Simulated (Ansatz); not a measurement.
# What a change of settings does to a run on MgO

The cell was built from the zincblende type and relaxed in the same program; it needn't be a known or the stable phase. The listed cell was then made from it by scaling, straining or moving an atom.

First run: DFT, PBE, all-electron LAPW, scalar-relativistic (Ansatz 0.2.0).

Command: `ansatz run input.yaml --threads 1 --pin off --max-ram 2048MiB --backend cpu --events-out ev --progress --plain --runs-dir out` The run took 16 s on 1 thread of Arm Neoverse V2, with other jobs on the host, peak memory 0.31 GiB.

```yaml
crystal:
  lattice:
    - [0.0, 2.2904179488, 2.2904179488]
    - [2.2904179488, 0.0, 2.2904179488]
    - [2.2904179488, 2.2904179488, 0.0]
  atoms:
    - { symbol: Mg, position: [0.0, 0.0, 0.0] }
    - { symbol: O, position: [0.25, 0.25, 0.25] }
kpoints:
  mp_grid: { grid: [13, 13, 13] }
scf:
  occupations: { method: fermi_dirac, width: 0.08 }
hamiltonian:
  xc: pbe
  pseudopotentials: { kind: all_electron, lapw: { basis_error: 0.0005 } }
output:
  forces: true
  stress: true
  eigenvalues: true
```

Result: converged; pressure 2.46 GPa; gap on the k mesh 3.59 eV (the mesh can miss the band edges); 7 SCF iterations.

The input is then changed:

```diff
@@ -14,4 +14,5 @@
   xc: pbe
   pseudopotentials: { kind: all_electron, lapw: { basis_error: 0.0005 } }
+  dispersion: d4
 output:
   forces: true
```

**Question.** Predict the outcome of the changed run.

**Answer.** It converged; pressure 0.30 GPa; gap on the k mesh 3.59 eV (the mesh can miss the band edges); 7 SCF iterations.

The results part of its log:

```
SCF 1 converged in 7 iterations: F = -7502.723933 eV  dr2 = 1.43e-8
SCF converged after 7 iterations
Free energy (F): -7502.723933 eV
Harris-Foulkes:  -7502.723933 eV  (|F-HF|=2.85e-8)
Internal energy: -7502.723933 eV  (E = F + TS)
E sigma→0 (E₀):  -7502.723933 eV
Fermi energy:    6.364828 eV
--- Per-component energies (eV) ---
  E_band       = -1337.145178
  E_kinetic    = 7507.397198
  E_xc         = -683.246473
  E_electrostatic = -14326.605132  (all electrons and nuclei)
  E_disp       = -0.269526  (pairwise vdW)
  E_smearing   = -0.000000  (= −TS)
  E_closure    = 0.000000  (closes the sum)
  E_atoms      = -7490.792933  (free atoms, spherical and without spin; not in F)
  Σ components = -7502.723933   (vs F -7502.723933, Δ=0.00e0)
  Basis errors (estimates in eV, not in F): energy 2.4e-4 per atom: plane waves 2.1e-4 (1.3e-4 summed), levels above the bands 2.6e-79, relativity 1.2e-8, radial functions 2.4e-5, core shells 2.7e-11; eigenvalues (radial functions only) 4.0e-6; not estimated: angular momenta, meshes, grids; target (lapw.basis_error) 5.0e-4; muffin-tin radii O 0.968 Å, Mg 1.016 Å
--- Forces (eV/Å), atoms counted from 1 ---
  atom   1  Mg     0.00000000    -0.00000000     0.00000000
  atom   2  O     -0.00000000     0.00000000     0.00000000
  max |Σ_I F_I| component: 4.63e-17 eV/Å
--- Stress (GPa, compression-positive) ---
        0.304960      -0.000000      -0.000000
       -0.000000       0.304960       0.000000
       -0.000000       0.000000       0.304960
  P = ⅓ Tr σ = 0.3050 GPa (3.050 kbar)
--- Band table (eV; the first three rows and the last of 84) ---
  k-point 0: bands = ["-498.1816", "-67.2313", "-33.9796", "-33.9796", "-33.9796", "-11.5014", "4.3577", "4.3577", "4.3577", "7.9456", "21.0653", "21.0653", "21.0653"]
  k-point 1: bands = ["-498.1816", "-67.2312", "-33.9819", "-33.9799", "-33.9799", "-11.4655", "4.0622", "4.3470", "4.3470", "8.2914", "20.5037", "21.0730", "21.0730"]
  k-point 2: bands = ["-498.1816", "-67.2307", "-33.9883", "-33.9808", "-33.9808", "-11.3647", "3.4136", "4.3175", "4.3175", "9.0893", "19.2454", "20.8575", "20.8575"]
  k-point 83: bands = ["-498.1816", "-67.2275", "-34.0118", "-34.0013", "-33.9932", "-10.6332", "2.5059", "2.8166", "3.4055", "12.0486", "15.8202", "17.8034", "18.5646"]
```
